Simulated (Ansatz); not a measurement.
Runs of Ansatz 0.2.0 on Ca. It takes space group Im-3m (No. 229, cubic). The conventional cell has a = 4.480 Å, b = 4.480 Å, c = 4.480 Å, α = 90.00°, β = 90.00°, γ = 90.00°. Ca (site symmetry m-3m) has 8 Ca at 3.88 Å as nearest neighbours. This isn't the form of Ca at room conditions, which is fcc.

| task | level | cell | cutoff (eV) | smearing | gap on the mesh (eV) | pressure (GPa) | relaxed volume (Å³/atom) |
| --- | --- | --- | --- | --- | --- | --- | --- |
| relaxation of cell and atoms | BLYP+D3(BJ) | relaxed | - | fermi-dirac 0.05 eV | - | 0.0 | 36.95 |
| relaxation of cell and atoms | BLYP | relaxed | - | fermi-dirac 0.05 eV | - | 0.0 | (a) |
| single point | LDA | cell strained at random at fixed volume | 89 | gaussian 0.02 eV | none | -2.5 | - |
| relaxation of cell and atoms | LDA | relaxed | - | fermi-dirac 0.05 eV | - | 0.0 | 37.52 |
| single point | LDA | cell strained at random at fixed volume | 89 | gaussian 0.05 eV | none | -2.5 | - |
| single point | LDA | as given | 84 | gaussian 0.02 eV | none | -2.4 | - |
| single point | LDA | as given | 84 | gaussian 0.05 eV | none | -2.5 | - |
| relaxation of cell and atoms | PBEsol | relaxed | - | fermi-dirac 0.05 eV | - | 0.0 | (b) |
| relaxation of cell and atoms | BLYP+D4 | relaxed | - | fermi-dirac 0.05 eV | - | 0.0 | 40.02 |

Alike in all rows: potentials or basis all-electron LAPW, scalar-relativistic; no spin polarisation; k mesh 8 × 8 × 8; basis error allowed 0.001 eV/atom.

Question: Estimate the missing entries.

Answer: (a) 42.12; (b) 40.40.

Caveats: the cell was measured hot, at 740 K (some runs); the volume moved by over 15 % at a fixed basis, so the end points are rough (some runs).

A k mesh can miss the band edges.

A gap of «none» marks a metal or a gap under the smearing width.

Not every run made on this cell is shown here.
